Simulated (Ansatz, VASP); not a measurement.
**CdSe in VASP and in Ansatz**

Contents of INCAR:

```
SYSTEM = CdSe
ALGO = Normal
EDIFF = 1E-7
ENCUT = 520
GGA = PE
ISIF = 2
ISMEAR = -1
LASPH = .True.
LCHARG = .False.
LREAL = .False.
LWAVE = .False.
NBANDS = 16
NELM = 80
PREC = Accurate
SIGMA = 0.05
```

The input KPOINTS:

```
k-points
0
Gamma
  8 8 8
  0 0 0
```

Contents of POSCAR:

```
CdSe
1.0
    0.0000000000      2.8351159683      2.8351159683
    2.8351159683      0.0000000000      2.8351159683
    2.8351159683      2.8351159683      0.0000000000
Cd Se
1 1
Direct
    0.0000000000      0.0000000000      0.0000000000
    0.5000000000      0.5000000000      0.5000000000
```

The input input.yaml:

```yaml
crystal:
  lattice:
    - [0.0, 2.8351159683, 2.8351159683]
    - [2.8351159683, 0.0, 2.8351159683]
    - [2.8351159683, 2.8351159683, 0.0]
  atoms:
    - { symbol: Cd, position: [0.0, 0.0, 0.0] }
    - { symbol: Se, position: [0.5, 0.5, 0.5] }
hamiltonian:
  xc: pbe
  pseudopotentials: { kind: paw }
kpoints:
  mp_grid: { grid: [8, 8, 8] }
scf:
  occupations: { method: fermi_dirac, width: 0.05 }
output:
  forces: true
  stress: true
  eigenvalues: true
```

Change from the starting cell: volume scaled by 0.96.

Alike in both runs: task single point; functional PBE; k mesh 8 × 8 × 8; occupations fermi-dirac, width 0.05 eV; no spin polarisation.

|  | VASP | Ansatz |
| --- | --- | --- |
| version | VASP 6.6.1 | Ansatz 0.2.0 |
| potentials or method | VASP PAW PBE potentials, release 64 (Cd, Se) | Ansatz PAW |
| plane-wave cutoff (eV) | 520 | 420 |
| valence electrons in the cell | 18 | 36 |

Ansatz gave:

```
gap on the k mesh at the Fermi level (eV) : none
pressure (GPa)                            : 2.3
```

Task: Which values does VASP return?

Result: gap on the k mesh at the Fermi level (eV): none; pressure (GPa): 2.7.

A gap of «none» marks a metal or a gap that the smearing closes. The two sets of potentials don't hold the same shells in valence.
